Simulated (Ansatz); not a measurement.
## Crystal structures of nickel under RPBE

These are results of DFT, RPBE, plane waves (420 eV) with PAW, scalar-relativistic in Ansatz 0.2.0, not measurements. The PAW files were generated under PBE, with cores re-solved for the functional.

Each structure is relaxed within its own symmetry, so a high-lying one may be dynamically unstable.

```csv
structure,ΔE (meV/atom),V (Å³/atom),cell,magnetic state
fcc,0,11.22,a = 3.553 Å,"ferromagnetic, net 0.65 μB per atom"
dhcp,12,11.24,"a = 2.513 Å, c = 8.223 Å (c/a = 3.273)","ferromagnetic, net 0.66 μB per atom"
hcp,28,11.26,"a = 2.514 Å, c = 4.116 Å (c/a = 1.637)","ferromagnetic, net 0.67 μB per atom"
bcc,96,11.31,a = 2.828 Å,"ferromagnetic, net 0.58 μB per atom"
omega (AlB2-type),122,11.45,"a = 4.029 Å, c = 2.443 Å (c/a = 0.606)","ferromagnetic, net 0.66 μB per atom"
A15,137,11.48,a = 4.511 Å,"ferromagnetic, net 0.63 μB per atom"
simple cubic,687,13.06,a = 2.355 Å,"ferromagnetic, net 0.64 μB per atom"
diamond,1140,17.21,a = 5.164 Å,"ferromagnetic, net 0.81 μB per atom"
```

ΔE counts from fcc.

Differences under about 8 meV lie within the error of the k-point mesh.
